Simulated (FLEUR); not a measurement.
**CsI under changes of volume**

One of the cells (47.619 Å³/atom); the others are scaled copies at fixed shape and fractional positions:

```
Cs I
1.0
     4.56670    0.00000    0.00000
     0.00000    4.56670    0.00000
     0.00000    0.00000    4.56670
Cs I
1 1
Direct
  0.00000 0.00000 0.00000
  0.50000 0.50000 0.50000
```

```yaml
Program: FLEUR MaX-R8.1 (later development tree)
Functional: PBE
Potentials_or_basis: all-electron
Basis: FLAPW
Kmax: 4.1 1/bohr
k_mesh: 6 × 6 × 6
Occupations: fermi-dirac, width 0.05 eV
Spin: no spin polarisation
```

```tsv
volume (Å³/atom)	energy over the lowest point (meV/atom)	gap on the mesh (eV)
44.762	28.66	4.09
45.714	19.47	4.03
46.666	?	?
47.619	7.00	3.89
48.571	3.29	3.82
49.523	1.00	3.76
50.476	0.00	3.70
```

Question: What does the run at 46.666 Å³/atom give?

Answer: Energy over the lowest point 12.33 meV/atom; gap on the mesh 3.96 eV.

Worked out: A Birch-Murnaghan fit of order 3 (a polynomial in V^(-2/3)) to the other rows has its minimum at 50.84 Å³/atom, just outside them, with B0 = V·E''(V) = 9.7 GPa and B' = 5.3. It gives 12.33 meV/atom at 46.666 Å³/atom, against the run's 12.33. A straight line through the other rows of the gap, of slope -3.29 eV per unit of ln V, gives 3.96 eV, against the run's 3.96.

Energies are extrapolated to zero smearing.

Caveats: spin-orbit coupling is left out, which moves the levels of the heavy elements.

A mesh can miss the band edges.
